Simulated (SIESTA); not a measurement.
The system is HfO2.

```xyz
3
Lattice="0.0000 2.5575 2.5575 2.5575 0.0000 2.5575 2.5575 2.5575 0.0000" Properties=species:S:1:pos:R:3 pbc="T T T"
Hf    0.0000    0.0000    0.0000
O     3.8363    3.8363    3.8363
O     1.2788    1.2788    1.2788
```

Measurements of this composition are mostly on another form, of space group No. 14.

Program: SIESTA 5.4.2. Alike in all runs: task band structure; no spin polarisation; cell as given; k mesh 9 × 9 × 9; smearing fermi-dirac 0.05 eV; grid cutoff 800 Ry; energy shift 0.003 Ry.

Problem. Order these runs on this cell by their pressure, lowest first.
A. level vdW-DF-cx; potentials or basis PseudoDojo 0.4 standard (PBE files), DZP (energy shift 0.003 Ry; two zetas on semicore shells)
B. level BLYP; potentials or basis PseudoDojo 0.4 standard (PBE files), DZP (energy shift 0.003 Ry; two zetas on semicore shells)
C. level AM05; potentials or basis PseudoDojo 0.4 standard (PBEsol files), DZP (energy shift 0.003 Ry; two zetas on semicore shells)

Solution. C (-7.7 GPa), A (-5.6 GPa), B (7.0 GPa).

Caveats: short orbitals over semicore shells can move pressures by several GPa; the potentials were made for another functional, which shifts forces and pressure; the basis of atomic orbitals isn't converged, which shifts pressures, moduli and gaps.

Runs at the PBE level aren't shown here.
